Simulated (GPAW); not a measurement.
The system is BN.

```xyz
8
Lattice="4.8801 0.0000 0.0000 0.0000 2.5915 0.0000 0.0000 0.0000 4.2920" Properties=species:S:1:pos:R:3 pbc="T T T"
N     1.5671    1.9436    0.4570
N     3.3129    0.6479    3.8350
N     0.8729    0.6479    2.6031
N     4.0072    1.9436    1.6890
B     1.6612    0.6479    3.8933
B     0.7788    1.9436    1.7473
B     4.1013    0.6479    2.5448
B     3.2188    1.9436    0.3987
```

Measurements of this composition are mostly on another form, of space group No. 194.

Base run:

```yaml
Program: GPAW 26.7.0
Functional: r2SCAN
Potentials_or_basis: GPAW PAW data sets (gpaw-data 1.2.1)
Cutoff: 800 eV
Basis: pw
k_mesh: 4 × 7 × 4
Occupations: fermi-dirac, width 0.05 eV
Spin: no spin polarisation
```

Its results: band gap on the k mesh 6.28 eV, indirect (least direct gap 6.80 eV); pressure -5.8 GPa; largest force 0.082 eV/Å.

Q: The run is repeated on the same cell with these changes: functional from r2SCAN to LDA; potentials or basis from GPAW PAW data sets (gpaw-data 1.2.1) to the program's PAW data sets (release 1.2.1) made for this functional. What comes out?

A: Band gap on the k mesh 5.64 eV, indirect (least direct gap 6.09 eV); pressure -12.7 GPa; largest force 0.122 eV/Å.

Caveats: the PAW data sets were made with another functional, which shifts forces and pressure a little (some runs).
